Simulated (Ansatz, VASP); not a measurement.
# One calculation of Hg, two programs

File INCAR:

```
SYSTEM = Hg
PREC     = Accurate       ! precision mode
ENCUT    = 520            ! plane-wave cutoff, eV
EDIFF    = 1E-6           ! SCF threshold, eV
ISMEAR   = -5             ! smearing method
SIGMA    = 0.1            ! smearing width, eV
LREAL    = .FALSE.        ! projectors in reciprocal space
LASPH    = .TRUE.         ! aspherical terms in the spheres
NELM     = 150            ! most SCF steps
ALGO     = Normal         ! electronic algorithm
ISIF     = 2              ! what is computed and relaxed
LWAVE    = .FALSE.        ! write WAVECAR
LCHARG   = .TRUE.         ! write CHGCAR
LDAU     = .TRUE.         ! DFT+U
LDAUTYPE = 2            
LDAUL    = 2              ! shell
LDAUU    = 2              ! U, eV
LDAUJ    = 0            
LDAUPRINT= 1            
GGA      = PE             ! functional
IVDW     = 12             ! dispersion correction
LELF     = .TRUE.         ! ELF
LVHAR    = .TRUE.       
NBANDS   = 12             ! bands
```

The input KPOINTS:

```
Automatic mesh
0
G
  8 8 8
  0 0 0
```

The input POSCAR:

```
Hg
1.0
    0.0000000000      2.3919113801      2.3919113801
    2.3919113801      0.0000000000      2.3919113801
    2.3919113801      2.3919113801      0.0000000000
Hg
1
Direct
    0.0000000000      0.0000000000      0.0000000000
```

Input for Ansatz:

```yaml
crystal:
  lattice:
    - [0.0, 2.3919113801, 2.3919113801]
    - [2.3919113801, 0.0, 2.3919113801]
    - [2.3919113801, 2.3919113801, 0.0]
  atoms:
    - { symbol: Hg, position: [0.0, 0.0, 0.0] }
basis:
  ecutwfc: 420
kpoints:
  mp_grid: { grid: [8, 8, 8] }
  band_path: { path: [VBM, CBM], npoints: 5 }
hamiltonian:
  xc: pbe
  hubbard: { sites: [{ species: Hg, l: d, u_eff: 2.0 }] }
  dispersion: d3bj
scf:
  occupations: { method: tetrahedron }
output:
  forces: true
  stress: true
  eigenvalues: true
```

Alike in both runs: task single point; functional PBE; dispersion D3(BJ); k mesh 8 × 8 × 8; occupations tetrahedron; no spin polarisation; Hubbard terms Hg d U = 2.0 eV.

|  | VASP | Ansatz |
| --- | --- | --- |
| version | VASP 6.6.1 | Ansatz 0.2.0 |
| potentials or method | VASP PAW PBE potentials, release 64 (Hg) | scalar-relativistic, plane waves, PAW |
| plane-wave cutoff (eV) | 520 | 420 |
| valence electrons in the cell | 12 | 20 |

|  | VASP | Ansatz | Ansatz less VASP |
| --- | --- | --- | --- |
| gap on the k mesh at the Fermi level (eV) | none | none | - |
| pressure (GPa) | 0.2 | 0.2 | -0.02 |

The programs project onto different local orbitals, so the same U acts differently. A gap of «none» marks a metal or a gap that the smearing closes. The two sets of potentials don't hold the same shells in valence. Ansatz warned: «band_edges_overlap».

Caveats: U without spin polarisation on a metal has little footing; pairwise dispersion overbinds metals, which lowers pressure and volume; the U is typed as a test and isn't derived for this compound; tetrahedron occupations give inexact forces and stress in metals. The runs have no spin-orbit coupling, so splittings on Hg are missing.
